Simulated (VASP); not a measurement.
# Si (I4/mmm) in VASP: a series of runs

Runs on Si. Level: PBE+D3(BJ). Tasks: single point.

Program: VASP 6.6.1. These are calculated values, not measurements. Logs are shortened: lines on timing, memory, paths and dates and some standing lists are left out, and cuts for length are marked.

## (1) The cell of the first run

Symmetry: I4/mmm, No. 139, tetragonal system. The conventional cell has a = 2.635 Å, b = 2.635 Å, c = 3.631 Å, α = 90.00°, β = 90.00°, γ = 90.00°. Si (site symmetry 4/mmm) is surrounded by 12 Si at 2.60 to 2.63 Å.

This isn't the form of Si at room conditions, which is diamond.

## (2) Single point, PBE+D3(BJ) (strain -0.025 along x and y, -0.050 along z, atoms carried along)

Contents of INCAR:

```
  PREC = Accurate
  ENCUT = 520
  EDIFF = 1E-6
  ISMEAR = 0
  SIGMA = 0.15
  LREAL = False
  LASPH = True
  NELM = 80
  ALGO = Normal
  ISIF = 2
  LWAVE = False
  LCHARG = False
  GGA = PE
  IVDW = 12
  NBANDS = 8
```

Contents of KPOINTS:

```
regular mesh
0
Gamma
  22 22 22
```

Contents of POSCAR:

```
Si
1.0
    0.0000000000      1.8630597774      1.8152890139
    1.8630597774      0.0000000000      1.8152890139
    1.8630597774      1.8630597774      0.0000000000
Si
1
Direct
    0.0000000000      0.0000000000      0.0000000000
```

Potentials or basis: VASP PAW PBE potentials, release 64 (Si).

Run with:

```sh
$ cat potpaw_PBE.64/Si/POTCAR > POTCAR
$ mpirun -np 1 vasp_std > vasp.out
```

OUTCAR:

```text
PREC = Accurate
   ENCUT = 520
   EDIFF = 1E-6
   ISMEAR = 0
   LREAL = False
   LASPH = True
   NELM = 80
   ISIF = 2
   GGA = PE
   IVDW = 12
 IVDW          = 12

 ion  position               nearest neighbor table
   1  0.000  0.000  0.000-

  LATTYP: Found a body centered tetragonal cell.
 ALAT       =     2.6347644047
 C/A-ratio  =     1.3779516762

  Lattice vectors:

 A1 = (   0.0000000000,  -1.8630597774,  -1.8152890139)
 A2 = (   0.0000000000,   1.8630597774,  -1.8152890139)
 A3 = (   1.8630597774,   0.0000000000,   1.8152890139)

Analysis of symmetry for initial positions (statically):
=====================================================================
 Subroutine PRICEL returns:
 Original cell was already a primitive cell.

 Routine SETGRP: Setting up the symmetry group for a
 body centered tetragonal supercell.

 Subroutine GETGRP returns: Found 16 space group operations
 (whereof 16 operations were pure point group operations)
 out of a pool of 16 trial point group operations.

The static configuration has the point symmetry D_4h.

Analysis of symmetry for dynamics (positions and initial velocities):
=====================================================================
 Subroutine PRICEL returns:
 Original cell was already a primitive cell.

 Routine SETGRP: Setting up the symmetry group for a
 body centered tetragonal supercell.

 Subroutine GETGRP returns: Found 16 space group operations
 (whereof 16 operations were pure point group operations)
 out of a pool of 16 trial point group operations.

The dynamic configuration has the point symmetry D_4h.

 Subroutine INISYM returns: Found 16 space group operations
 (whereof 16 operations are pure point group operations),
 and found     1 'primitive' translations

----------------------------------------------------------------------------------------

                                     Primitive cell

  volume of cell :      12.6017

  direct lattice vectors                    reciprocal lattice vectors
     0.000000000  1.863059777  1.815289014    -0.268375715  0.268375715  0.275438234
     1.863059777  0.000000000  1.815289014     0.268375715 -0.268375715  0.275438234
     1.863059777  1.863059777  0.000000000     0.268375715  0.268375715 -0.275438234

  length of vectors
     2.601204709  2.601204709  2.634764405     0.468953377  0.468953377  0.468953377

  position of ions in fractional coordinates (direct lattice)
     0.000000000  0.000000000  0.000000000

  ion indices of the primitive-cell ions
   primitive index   ion index
                 1           1

----------------------------------------------------------------------------------------

 KPOINTS: regular mesh

Automatic generation of k-mesh.
 Grid dimensions read from file:
 generate k-points for:   22   22   22

 Generating k-lattice:

  Cartesian coordinates                     Fractional coordinates (reciprocal lattice)
    -0.012198896  0.012198896  0.012519920     0.045454545 -0.000000000  0.000000000
     0.012198896 -0.012198896  0.012519920    -0.000000000  0.045454545  0.000000000
     0.012198896  0.012198896 -0.012519920     0.000000000  0.000000000  0.045454545

  Length of vectors
     0.021316063  0.021316063  0.021316063

  Shift w.r.t. Gamma in fractional coordinates (k-lattice)
     0.000000000  0.000000000  0.000000000

 Subroutine IBZKPT returns following result:
 ===========================================

 Found    834 irreducible k-points:

 Following reciprocal coordinates:
            Coordinates               Weight
  0.000000  0.000000  0.000000      1.000000
  0.045455  0.000000  0.000000      8.000000
  0.090909  0.000000  0.000000      8.000000
  0.136364  0.000000  0.000000      8.000000
  0.181818  0.000000  0.000000      8.000000
  0.227273  0.000000  0.000000      8.000000
[... 16 lines left out ...]
  0.500000  0.045455  0.000000      8.000000
 -0.454545  0.045455  0.000000      8.000000
 [... further k-points ...]
   k-points           NKPTS =    834   k-points in BZ     NKDIM =    834   number of bands    NBANDS=      8
   number of dos      NEDOS =    301   number of ions     NIONS =      1
   total plane-waves  NPLWV =   8000
   dimension x,y,z NGX =    20 NGY =   20 NGZ =   20
   dimension x,y,z NGXF=    40 NGYF=   40 NGZF=   40
   ions per type =               1
   NGX,Y,Z   is equivalent  to a cutoff of  12.78, 12.78, 12.62 a.u.
   NGXF,Y,Z  is equivalent  to a cutoff of  25.56, 25.56, 25.24 a.u.
 SYSTEM =  unknown system
   PREC   = accura    normal or accurate (medium, high low for compatibility)
   ISTART =      0    job   : 0-new  1-cont  2-samecut
   ICHARG =      2    charge: 1-file 2-atom 10-const
   ISPIN  =      1    spin polarized calculation?
   LNONCOLLINEAR =      F non collinear calculations
   LSORBIT =      F    spin-orbit coupling
   LASPH  =      T    aspherical Exc in radial PAW
   ENCUT  =  520.0 eV  38.22 Ry    6.18 a.u.   4.84  4.84  4.90*2*pi/ulx,y,z
   NELM   =     80;   NELMIN=  2; NELMDL= -5     # of ELM steps
   EDIFF  = 0.1E-05   stopping-criterion for ELM
   LREAL  =      F    real-space projection
   EDIFFG = 0.1E-04   stopping-criterion for IOM
   NSW    =      0    number of steps for IOM
   IBRION =     -1    ionic relax: 0-MD 1-quasi-New 2-CG
   NFREE  =      0    steps in history (QN), initial steepest desc. (CG)
   ISIF   =      2    stress and relaxation
   ISYM   =      2    0-nonsym 1-usesym 2-fastsym
   POTIM  = 0.5000    time-step for ionic-motion
   TEBEG  =    0.0;   TEEND  =   0.0 temperature during run
   PSTRESS=    0.0 pullay stress
   NELECT =       4.0000    total number of electrons
   NUPDOWN=      -1.0000    fix difference up-down
   EMIN   =  10.00;   EMAX   =-10.00  energy-range for DOS
   EFERMI =   0.00;   METHOD = LEGACY
   ISMEAR =     0;   SIGMA  =   0.15  broadening in eV -4-tet -1-fermi 0-gaus
   EFERMI_NEDOS =   21; number of points for ismear=-14 and -15
   IALGO  =     38    algorithm
   IMIX   =      4    mixing-type and parameters
     AMIX     =   0.40;   BMIX     =  1.00
     AMIX_MAG =   1.60;   BMIX_MAG =  1.00
  volume/ion in A,a.u.               =      12.60        85.04
  Fermi-wavevector in a.u.,A,eV,Ry     =   1.116739  2.110331 16.967909  1.247106
  Thomas-Fermi vector in A             =   2.253356
   LORBIT       =      0    0 simple, 1 ext, 2 COOP (PROOUT), +10 PAW based schemes
   GGA     = PE    functional components
   LHFCALC =     F    Hartree Fock is set to
   AEXX    =    0.0000 exact exchange contribution
   IVDW    =    12    specifies the selected vdW correction
   LEPSILON=     F    determine dielectric tensor
   LRPA    =     F    only Hartree local field effects (RPA)
 non-spin polarized calculation
 Gauss-broadening in eV      SIGMA  =   0.15
  energy-cutoff  :      520.00
  volume of cell :       12.60
 maximum number of plane-waves:       350
   NGX =  9   NGY =  9   NGZ =  9

 number of electron       4.0000000 magnetization

 Free energy of the ion-electron system (eV)
  ---------------------------------------------------
  ext. energy  EPLUGINS =         0.00000000
  ---------------------------------------------------
  free energy    TOTEN  =        -4.81129387 eV

  energy without entropy =       -4.80682762  energy(sigma->0) =       -4.80906075

 E-fermi :  12.1324     XC(G=0): -11.7630

 val. band max:       12.1288123117   @ k =   0.5000   0.0909   0.3636
 cond. band min:      12.1330302429   @ k =   0.3182  -0.0000   0.0909
 fundamental gap:      0.0042179312
 Fermi energy:        12.1324218574

 k-point     1 :       0.0000    0.0000    0.0000
  band No.  band energies     occupation
      1      -3.6979      2.00000
      2      24.4694      0.00000
      3      24.4694      0.00000
      4      24.8324      0.00000
      5      24.9766      0.00000
      6      25.0490      0.00000
      7      25.0490      0.00000
      8      30.2522      0.00000

 k-point     2 :       0.0455    0.0000    0.0000
  band No.  band energies     occupation
      1      -3.6318      2.00000
      2      22.9212      0.00000
      3      23.9335      0.00000
      4      24.1287      0.00000
      5      25.6689      0.00000
      6      25.6769      0.00000
      7      26.0938      0.00000
      8      30.8279      0.00000

 k-point     3 :       0.0909    0.0000    0.0000
  band No.  band energies     occupation
      1      -3.4337      2.00000
      2      20.8376      0.00000
      3      23.2814      0.00000
      4      23.5074      0.00000
      5      26.5392      0.00000
      6      26.5403      0.00000
      7      26.6170      0.00000
      8      30.5446      0.00000

 k-point     4 :       0.1364    0.0000    0.0000
  band No.  band energies     occupation
      1      -3.1038      2.00000
      2      18.6910      0.00000
      3      22.7192      0.00000
      4      22.9929      0.00000
      5      26.6890      0.00000
      6      27.2655      0.00000
      7      27.4188      0.00000
      8      29.8967      0.00000

 k-point     5 :       0.1818    0.0000    0.0000
  band No.  band energies     occupation
      1      -2.6430      2.00000
      2      16.5677      0.00000
      3      22.2611      0.00000
      4      22.5866      0.00000
      5      26.6408      0.00000
      6      27.2569      0.00000
      7      27.8439      0.00000
      8      30.0625      0.00000
[... 177 lines left out ...]
 k-point    22 :       0.4545    0.0455    0.0000
  band No.  band energies     occupation
      1       2.4694      2.00000
      2       6.1318      2.00000
      3      20.7012      0.00000
      4      21.9580      0.00000
      5      23.2117      0.00000
      6      24.2757      0.00000
      7      27.6254      0.00000
      8      29.5689      0.00000

 k-point    23 :       0.5000    0.0455    0.0000
  band No.  band energies     occupation
      1       3.7658      2.00000
      2       4.6456      2.00000
      3      20.9612      0.00000
      4      21.6196      0.00000
      5      23.3259      0.00000
      6      23.8414      0.00000
      7      27.5785      0.00000
      8      29.4850      0.00000

 k-point    24 :      -0.4545    0.0455    0.0000
  band No.  band energies     occupation
      1       3.2617      2.00000
      2       5.1940      2.00000
      3      21.2639      0.00000
      4      21.3037      0.00000
      5      23.5457      0.00000
      6      23.6797      0.00000
      7      27.3932      0.00000
      8      29.7511      0.00000

 [... further k-points ...]

------------------------ aborting loop because EDIFF is reached ----------------------------------------

 Edisp (eV)   -0.49455

 E8    (eV) :    -0.2025

  FORCE on cell =-STRESS in cart. coord.  units (eV):
  Direction    XX          YY          ZZ          XY          YZ          ZX
  --------------------------------------------------------------------------------------
  -------------------------------------------------------------------------------------
  Total       0.67109     0.67109     0.73144     0.00000     0.00000    -0.00000
  in kB      85.32184    85.32184    92.99541     0.00000     0.00000    -0.00000
  external pressure =       87.88 kB  Pullay stress =        0.00 kB

 VOLUME and BASIS-vectors are now :
 -----------------------------------------------------------------------------
  energy-cutoff  :      520.00
  volume of cell :       12.60
      direct lattice vectors                 reciprocal lattice vectors
     0.000000000  1.863059777  1.815289014    -0.268375715  0.268375715  0.275438234
     1.863059777  0.000000000  1.815289014     0.268375715 -0.268375715  0.275438234
     1.863059777  1.863059777  0.000000000     0.268375715  0.268375715 -0.275438234

 POSITION                                       TOTAL-FORCE (eV/Angst)
 -----------------------------------------------------------------------------------
      0.00000      0.00000      0.00000         0.000000     -0.000000      0.000000
 -----------------------------------------------------------------------------------
    total drift:                                0.000000      0.000000     -0.000000

  FREE ENERGIE OF THE ION-ELECTRON SYSTEM (eV)
  ---------------------------------------------------
  free  energy   TOTEN  =        -5.3058446145 eV

  energy  without entropy=       -5.3013783675  energy(sigma->0) =       -5.30361149
```

Wall time 21 s (1 thread of Intel Xeon 6975P-C (Granite Rapids), shared host); peak memory 0.18 GiB.

Results:

```yaml
Free_energy: -5.3058 eV
Pressure: 8.8 GPa
Band_gap_on_the_k_mesh: none (metal or under the smearing width)
Dispersion_energy_per_atom: -0.495 eV
```

Caveat: pairwise dispersion overbinds metals, which lowers pressure and volume.

## (3) Single point, PBE+D3(BJ) (strain -0.050 along x and y, +0.000 along z, atoms carried along)

Contents of INCAR:

```
SYSTEM = Si
PREC = Accurate
ENCUT = 520
EDIFF = 1E-7
ISMEAR = 0
SIGMA = 0.15
LREAL = .False.
LASPH = .True.
NELM = 100
ALGO = Normal
ISIF = 2
LWAVE = .False.
LCHARG = .True.
GGA = PE
IVDW = 12
LELF = .True.
LVHAR = .True.
NBANDS = 8
```

Contents of KPOINTS:

```
Automatic mesh
0
Gamma
  22 22 22
  0 0 0
```

Contents of POSCAR:

```
Si
1.0
    0.0000000000      1.8152890139      1.9108305409
    1.8152890139      0.0000000000      1.9108305409
    1.8152890139      1.8152890139      0.0000000000
Si
1
Direct
    0.0000000000      0.0000000000      0.0000000000
```

Potentials or basis: VASP PAW PBE potentials, release 64 (Si).

Run with:

```sh
$ cat potpaw_PBE.64/Si/POTCAR > POTCAR
$ mpirun -np 1 vasp_std > vasp.out
```

OUTCAR:

```text
SYSTEM = Si
   PREC = Accurate
   ENCUT = 520
   EDIFF = 1E-7
   ISMEAR = 0
   LREAL = .False.
   LASPH = .True.
   NELM = 100
   ISIF = 2
   GGA = PE
   IVDW = 12
 IVDW          = 12

 ion  position               nearest neighbor table
   1  0.000  0.000  0.000-

  LATTYP: Found a body centered tetragonal cell.
 ALAT       =     2.5672063431
 C/A-ratio  =     1.4886458551

  Lattice vectors:

 A1 = (  -1.8152890139,   0.0000000000,   1.9108305409)
 A2 = (   1.8152890139,   0.0000000000,   1.9108305409)
 A3 = (   0.0000000000,   1.8152890139,  -1.9108305409)

Analysis of symmetry for initial positions (statically):
=====================================================================
 Subroutine PRICEL returns:
 Original cell was already a primitive cell.

 Routine SETGRP: Setting up the symmetry group for a
 body centered tetragonal supercell.

 Subroutine GETGRP returns: Found 16 space group operations
 (whereof 16 operations were pure point group operations)
 out of a pool of 16 trial point group operations.

The static configuration has the point symmetry D_4h.

Analysis of symmetry for dynamics (positions and initial velocities):
[... 164 lines left out ...]

 k-point     1 :       0.0000    0.0000    0.0000
  band No.  band energies     occupation
      1      -3.6948      2.00000
      2      24.1373      0.00000
      3      24.8781      0.00000
      4      24.8781      0.00000
      5      25.0203      0.00000
      6      25.0203      0.00000
      7      25.1021      0.00000
      8      30.3016      0.00000
[... 243 lines left out ...]
 k-point    24 :      -0.4545    0.0455    0.0000
  band No.  band energies     occupation
      1       3.3594      2.00000
      2       5.1065      2.00000
      3      19.8546      0.00000
      4      22.4630      0.00000
      5      23.4602      0.00000
      6      24.5138      0.00000
      7      27.4948      0.00000
      8      29.3200      0.00000

 [... further k-points ...]

------------------------ aborting loop because EDIFF is reached ----------------------------------------

 Edisp (eV)   -0.49487

 E8    (eV) :    -0.2026

  FORCE on cell =-STRESS in cart. coord.  units (eV):
  Direction    XX          YY          ZZ          XY          YZ          ZX
  --------------------------------------------------------------------------------------
  -------------------------------------------------------------------------------------
  Total       0.72453     0.72453     0.69769     0.00000    -0.00000    -0.00000
  in kB      92.17661    92.17661    88.76212     0.00000    -0.00000    -0.00000
  external pressure =       91.04 kB  Pullay stress =        0.00 kB

 VOLUME and BASIS-vectors are now :
 -----------------------------------------------------------------------------
  energy-cutoff  :      520.00
  volume of cell :       12.59
      direct lattice vectors                 reciprocal lattice vectors
     0.000000000  1.815289014  1.910830541    -0.275438234  0.275438234  0.261666322
     1.815289014  0.000000000  1.910830541     0.275438234 -0.275438234  0.261666322
     1.815289014  1.815289014  0.000000000     0.275438234  0.275438234 -0.261666322

 POSITION                                       TOTAL-FORCE (eV/Angst)
 -----------------------------------------------------------------------------------
      0.00000      0.00000      0.00000         0.000000     -0.000000      0.000000
 -----------------------------------------------------------------------------------
    total drift:                                0.000000      0.000000     -0.000000

  FREE ENERGIE OF THE ION-ELECTRON SYSTEM (eV)
  ---------------------------------------------------
  free  energy   TOTEN  =        -5.3045829677 eV

  energy  without entropy=       -5.2999625001  energy(sigma->0) =       -5.30227273
```

It took 22 s on 1 thread of Intel Xeon 6975P-C (Granite Rapids), shared host; peak memory 0.19 GiB.

Results:

```
Free energy                : -5.3046 eV
Pressure                   : 9.1 GPa
Band gap on the k mesh     : none (metal or under the smearing width)
Dispersion energy per atom : -0.495 eV
```

Levels at points of the mesh, in eV from the Fermi level:
| k point | band 1 | band 2 | band 3 | band 4 | band 5 |
| --- | --- | --- | --- | --- | --- |
| (0.00, 0.00, 0.00) | -15.85 | 11.98 | 12.73 | 12.73 | 12.87 |
| (0.50, 0.00, 0.00) | -8.07 | -7.93 | 9.06 | 10.45 | 10.61 |
| (0.50, 0.50, 0.00) | -6.61 | -5.53 | 4.34 | 4.34 | 4.53 |
| (0.50, 0.00, 0.50) | -5.82 | -4.22 | 2.99 | 3.51 | 3.92 |

Caveat: pairwise dispersion overbinds metals, which lowers pressure and volume.

(Part 1 of 2 ends here.)
